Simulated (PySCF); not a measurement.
Atoms are numbered as in `[CH3:1][C:2](=[O:3])[N:4]([CH3:5])[CH3:6]`; H(Xn) means a hydrogen on atom n.

Geometry: PBE0-D3(BJ)/def2-SVP; GIAO shifts from PySCF 2.14.0 with density-fitted response routines, gas phase, non-relativistic, averaged over equivalent atoms.

At wB97X-D/pcSseg-1 (147 basis functions, 13 s wall time on 1 thread of an x86-64 server CPU, shared host):
| atoms | δ (ppm) |
| --- | --- |
| C2 | 170.4 |
| C5 | 37.0 |
| C6 | 32.6 |
| C1 | 23.8 |
| O3 | 433.5 |
| N4 | 114.2 |
| H(C6) | 2.88 |
| H(C5) | 2.76 |
| H(C1) | 1.95 |

References, each an isolated molecule treated in the same way: 13C (σ = 184.54 ppm) and 1H (σ = 31.38 ppm) vs TMS; H2O for 17O (σ = 333.19 ppm); NH3 for 15N (σ = 263.98 ppm).

Q: Estimate the result of repeating the calculation with WP04/pcSseg-1.

A: 
```json
{"atoms": "C2", "δ at WP04/pcSseg-1": "170.1", "change": "-0.3"}
{"atoms": "C5", "δ at WP04/pcSseg-1": "38.2", "change": "+1.2"}
{"atoms": "C6", "δ at WP04/pcSseg-1": "34.1", "change": "+1.5"}
{"atoms": "C1", "δ at WP04/pcSseg-1": "24.3", "change": "+0.5"}
{"atoms": "O3", "δ at WP04/pcSseg-1": "422.7", "change": "-10.8"}
{"atoms": "N4", "δ at WP04/pcSseg-1": "120.0", "change": "+5.8"}
{"atoms": "H(C6)", "δ at WP04/pcSseg-1": "2.84", "change": "-0.04"}
{"atoms": "H(C5)", "δ at WP04/pcSseg-1": "2.70", "change": "-0.06"}
{"atoms": "H(C1)", "δ at WP04/pcSseg-1": "1.93", "change": "-0.02"}
```

Shifts are taken against calculated references (same method and geometry level): TMS for 13C (σ = 172.44 ppm) and 1H (σ = 31.56 ppm); H2O for 17O (σ = 317.54 ppm); NH3 for 15N (σ = 246.90 ppm).

The largest change is at O3 (amide-type carbonyl oxygen). Cost: 147 basis functions, 11 s wall time on 1 thread of an x86-64 server CPU, shared host. The order of the carbon signals is the same at both levels.

Rotation about the amide-type C–N bond is slow at room temperature, so the two groups on nitrogen are listed apart. Unscaled 17O shifts of doubly bonded oxygen tend to come out too high, by tens of ppm or more. Experimental scales use liquid or dissolved standards, which lie at an offset from isolated NH3 (liquid NH3: subtract about 20 ppm) and H2O (liquid H2O: subtract about 36 ppm).
